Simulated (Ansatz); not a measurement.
Runs of Ansatz 0.2.0 on Pb. Symmetry: Im-3m, No. 229, cubic system. Conventional cell: a = 3.959 Å, b = 3.959 Å, c = 3.959 Å, α = 90.00°, β = 90.00°, γ = 90.00°. Around Pb (site symmetry m-3m) lie 8 Pb at 3.43 Å. This isn't the form of Pb at room conditions, which is fcc.

| task | level | spin | cell | k mesh | cutoff (eV) | points for each segment of the path | gap on the mesh (eV) | pressure (GPa) | relaxed volume (Å³/atom) |
| --- | --- | --- | --- | --- | --- | --- | --- | --- | --- |
| relaxation of cell and atoms | BLYP | off | relaxed | 9 × 9 × 9 | 420 | - | none | 0.0 | (b) |
| relaxation of cell and atoms | PBEsol+D3(BJ) | off | relaxed | 9 × 9 × 9 | 420 | - | none | 0.0 | (a) |
| relaxation of cell and atoms | revPBE | off | relaxed | 9 × 9 × 9 | 420 | - | none | 0.0 | 32.58 |
| band structure | r2SCAN | SOC, no magnetisation | as given | 7 × 7 × 7 | 500 | 14 | none | 0.0 | - |
| band structure | r2SCAN | off | as given | 9 × 9 × 9 | 500 | 14 | none | -0.4 | - |
| band structure | BLYP | off | as given | 9 × 9 × 9 | 420 | 14 | none | 4.4 | - |

Alike in all rows: potentials or basis Ansatz PAW; smearing fermi-dirac 0.05 eV.

Estimate the missing entries.

(a) 28.12; (b) 34.99.

Caveats: the PAW data sets come from PBE, with cores solved anew for the run's functional, which leaves a small shift of forces and pressure; the plane-wave basis is chosen anew once the cell has moved, so the energies of steps on either side of that aren't comparable (some runs); spin-orbit coupling is left out, which moves the levels of the heavy elements (some runs); pairwise dispersion overbinds metals, which lowers pressure and volume (some runs).

A k mesh can miss the band edges, and rows without SOC leave out spin-orbit coupling on Pb.

A gap of «none» marks a metal or a gap under the smearing width.

Runs at the PBE level aren't shown here.
